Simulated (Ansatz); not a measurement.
BaTiO3: changing the Hubbard U on Ti d

The cell as given:

```
CELL_PARAMETERS angstrom
2.82737 1.63238 2.31839
-2.82737 1.63238 2.31839
0.00000 -3.26476 2.31839
ATOMIC_POSITIONS crystal
Ba 0.00000 0.00000 0.00000
Ti 0.48450 0.48450 0.48450
O 0.50860 0.01750 0.50860
O 0.01750 0.50860 0.50860
O 0.50860 0.50860 0.01750
```

The cell comes from a database or a generator and needn't be the form met in nature.

Kept alike: task relaxation of cell and atoms; functional PBEsol; k mesh 7 × 7 × 7; occupations fermi-dirac, width 0.05 eV; no spin polarisation. Program: Ansatz, Ansatz PAW, cutoff 420 eV. The mesh is that of the run's cell of 5 atoms. No spin-orbit coupling.

| Hubbard U on Ti d, U (eV) | volume (Å³/atom) |
| --- | --- |
| 0 | 12.692 |
| 1 | 12.681 |
| 2 | 12.666 |
| 3 | 12.650 |
| 4 | 12.629 |
| 5 | 12.635 |

U acts here on a shell without spin polarisation. The relaxations keep at least the cell's symmetry (R3m). Relaxations stop with a little pressure left, so the last digits of a volume or edge aren't settled. Ansatz's relaxations hold a Pulay term in the stress (up to 0.6 GPa here). How U acts hangs on the program's projectors. All rows use potentials made for PBE. U is the effective U - J on orthogonalised atomic projectors. Double counting: fully localised limit (the default).

Q: What does the Hubbard U on Ti d change here?

A: The volume runs from 12.629 (4) to 12.692 Å³/atom (0).
